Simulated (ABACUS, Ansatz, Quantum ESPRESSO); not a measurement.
# GaP: programs and potentials compared

```xyz
2
Lattice="0.0000 2.7252 2.7252 2.7252 0.0000 2.7252 2.7252 2.7252 0.0000" Properties=species:S:1:pos:R:3 pbc="T T T"
Ga    0.0000    0.0000    0.0000
P     4.0879    4.0879    4.0879
```

Alike in all runs: task single point; functional PBE; k mesh 6 × 6 × 6; occupations fermi-dirac, width 0.05 eV; no spin polarisation; no spin-orbit coupling. Pressure is positive in compression and, in plane waves, holds the error of the finite cutoff, which Ansatz's Pulay term estimates and takes out.

| program and potentials | plane-wave cutoff (eV) | notes | band gap (eV) | pressure (GPa) |
| --- | --- | --- | --- | --- |
| ABACUS, SPMS ONCV 1.0 PBE, plane waves | 1102 | - | 1.65 | 2.73 |
| Ansatz, PAW datasets made for the crystal | 240 | - | 1.65 | 2.51 |
| Quantum ESPRESSO, SG15 PBE 1.2 | 1197 | - | 1.65 | 2.67 |

All agree on the band gap. The pressure spans 2.51 (Ansatz, PAW datasets made for the crystal) to 2.73 GPa (ABACUS, SPMS ONCV 1.0 PBE, plane waves). The gap is indirect and read on the mesh alone.

The functional is the same throughout but for its coding, so the spread measures potentials, basis and numerics; runs on potential files found faulty are left out.

The three runs reproduce the same PBE gap, but their agreement says nothing about its accuracy: 1.65 eV lies well below the measured gap of GaP. This is the familiar underestimate of a semilocal functional, whose Kohn-Sham gap lacks the derivative discontinuity.

The positive pressure in every run means that PBE would expand this cell, which is close to the experimental one. That fits the functional's usual slight underbinding of III-V semiconductors, and the spread between runs is small beside the compression they share. Pressure separates the potentials better than the gap does, probably because it follows the volume derivative of the total energy and so responds to how the core and the shallow Ga 3d shell are represented, whereas much of such an error cancels between the band-edge levels. The two norm-conserving runs lie closer to each other than to the PAW result, but potential construction and residual basis error can't be separated here, so the order doesn't show which potential is most accurate.
